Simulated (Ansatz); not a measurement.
An Ansatz input:

```yaml
crystal:
  lattice:
    - [0.0, 2.4257871038, 2.4257871038]
    - [2.4257871038, 0.0, 2.4257871038]
    - [2.4257871038, 2.4257871038, 0.0]
  atoms:
    - { symbol: In, position: [0.0, 0.0, 0.0] }
hamiltonian:
  xc: pbe
  pseudopotentials:
    kind: paw
    azcp:
      In: "pseudopotentials/In.paw.azcp"
basis:
  ecutwfc: 420
  fft_grid_basis: typed
kpoints:
  mp_grid: { grid: [19, 19, 19], shift: [0, 0, 0] }
magnetization:
  spin_polarized: false
scf:
  occupations: { method: fermi_dirac, width: 0.1 }
output:
  stress: true
```

Terminal output

```
Engine: ansatz 0.2.0, x86_64-unknown-linux-gnu
Pseudopotentials: kind: paw
Pseudopotential: In, paw, valence charge 13, recommended cutoff 420 eV (normal) 
Functional definition: PBE
  parameter kappa = 0.804
  parameter beta = 0.06672455060314922
  exchange = pbe_x(kappa = kappa, mu = beta*pi^2/3)
  correlation = pbe_c(beta = beta)
Crystal: 1 atoms, lattice volume = 28.549 Å³
Basis set: ecut = 420 eV, 537 PW (Γ)
Bands: 11, of which v1, the nominal top of the filled ones, is band 7 counted from 1 (6 counted from 0)
Symmetry: 48 space group operations
Space group: Fm-3m (ITA 225), of the structure as read, at distance tolerance 3.1e-5 Å
k-points: 220 of 6859
Non-local potential: In, projectors of the file, l = 0: 2, l = 1: 2, l = 2: 2, l = 3: 2
PAW form: soft (Blöchl's): semilocal exchange-correlation on the pseudo side does not see the compensation charge
PAW one-centre angular grid: In, 590 points (default); XC on 64 Gauss nodes
Initial density: superposition of atomic densities (neutral atoms: chi_scale 0, normalization atom), corrected by the library's trained network
Initial wavefunctions: pseudopotential atomic-orbital guess
Functional: x = pbe(κ = 0.804, μ = 0.2195149727645171), c = pbe(β = 0.06672455060314922)
SCF iter   1: F=—  HF=-5597.849788 eV  |F-HF|=—  |Δ(HF+E_count)|=         —  Δρ=1.15e-3  dr2=1.96e-4  ethr=1.77e-3  ⟨swp⟩=4.9  Hψ=14136  notcnv=0
SCF iter   2: F=—  HF=-5597.849351 eV  |F-HF|=—  |Δ(HF+E_count)|=   4.38e-4  Δρ=5.52e-4  dr2=7.66e-5  ethr=1.51e-6  ⟨swp⟩=2.0  Hψ=5385  notcnv=0
SCF iter   3: F=—  HF=-5597.849391 eV  |F-HF|=—  |Δ(HF+E_count)|=   4.00e-5  Δρ=5.47e-4  dr2=5.67e-5  ethr=5.89e-7  ⟨swp⟩=2.0  Hψ=3799  notcnv=0
SCF iter   4: F=—  HF=-5597.849364 eV  |F-HF|=—  |Δ(HF+E_count)|=   2.67e-5  Δρ=1.60e-4  dr2=4.57e-6  ethr=4.36e-7  ⟨swp⟩=2.6  Hψ=3973  notcnv=0
SCF iter   5: F=—  HF=-5597.849361 eV  |F-HF|=—  |Δ(HF+E_count)|=   2.58e-6  Δρ=5.21e-5  dr2=5.25e-7  ethr=3.52e-8  ⟨swp⟩=2.0  Hψ=3795  notcnv=0
SCF iter   6: F=-5597.849361 eV  HF=-5597.849361 eV  |F-HF|=1.04e-7  |Δ(HF+E_count)|=   1.98e-7  Δρ=2.23e-5  dr2=8.65e-8  ethr=7.69e-10  ⟨swp⟩=2.8  Hψ=8775  notcnv=0
SCF 1 converged in 6 iterations: F = -5597.849361 eV  dr2 = 8.65e-8
SCF converged after 6 iterations
Free energy (F): -5597.849361 eV
Harris-Foulkes:  -5597.849361 eV  (|F-HF|=1.04e-7)
Internal energy: -5597.833023 eV  (E = F + TS)
E sigma→0 (E₀):  -5597.841192 eV
Entropy (-TS):   -0.016338 eV (-16.338 meV/atom)
Fermi energy:    9.090824 eV
--- Per-component energies (eV) ---
  E_band       = -37.527509
  E_kinetic    = 240.430259
  E_local      = -1127.762383  (includes V_loc(G=0)·N_el)
  E_nonlocal   = 366.001515
  E_hartree    = 440.916024
  E_xc         = -215.626378
  E_vxc        = -99.443810  (∫ρ·V_xc dr)
  E_paw        = -4151.913183  (= ΣΔE_a)
  E_vpaw       = -298.596891  (= ΣTr[D̂ρ^β])
  E_aug_tail   = 0.000026  (compensation charges beyond the density's cutoff)
  E_ewald      = -1149.878902
  E_smearing   = -0.016338  (= −TS)
  E_closure    = -0.000000  (closes the sum)
  Σ components = -5597.849361   (vs F -5597.849361, Δ=0.00e0)
--- Stress (GPa, compression-positive) ---
       -1.205295      -0.000000       0.000000
        0.000000      -1.205295       0.000000
        0.000000      -0.000000      -1.205295
  P = ⅓ Tr σ = -1.2053 GPa (-12.053 kbar)
```
